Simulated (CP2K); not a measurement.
**Sb under changes of volume**

One of the cells (26.213 Å³/atom); the others are scaled copies at fixed shape and fractional positions:

```
CELL_PARAMETERS angstrom
3.24126 0.00000 0.00000
-1.08042 3.05589 0.00000
-1.08042 -1.52794 2.64648
ATOMIC_POSITIONS crystal
Sb 0.00000 0.00000 0.00000
```

This isn't the form of Sb at room conditions, which is rhombohedral.

```yaml
Program: CP2K 2026.2
Functional: PBEsol
Potentials_or_basis: POTENTIAL_UZH Sb GTH-PBE-q5; TZVP-MOLOPT-PBE-GTH basis
Density_cutoff: 6123 eV
k_mesh: 10 × 10 × 10
Occupations: fermi-dirac, width 0.1 eV
Spin: no spin polarisation
```

```csv
volume (Å³/atom),energy over the lowest point (meV/atom),pressure (GPa)
24.640,72.79,8.9
25.165,?,?
25.689,27.08,5.1
26.213,13.08,3.4
26.737,4.21,1.9
27.262,0.00,0.6
27.786,0.02,-0.6
```

Problem. What does the run at 25.165 Å³/atom give?

Solution. Energy over the lowest point 46.81 meV/atom; pressure 6.9 GPa.

Worked out: A Birch-Murnaghan fit of order 3 (a polynomial in V^(-2/3)) to the other rows has its minimum at 27.52 Å³/atom with B0 = V·E''(V) = 65 GPa and B' = 4.1. It gives 46.77 meV/atom at 25.165 Å³/atom, against the run's 46.81, and -dE/dV = 6.9 GPa, against 6.9.

Energies are extrapolated to zero smearing.

Caveats: the potentials were made for another functional, which shifts forces and pressure; the basis of atomic orbitals isn't converged, which shifts pressures, moduli and gaps.
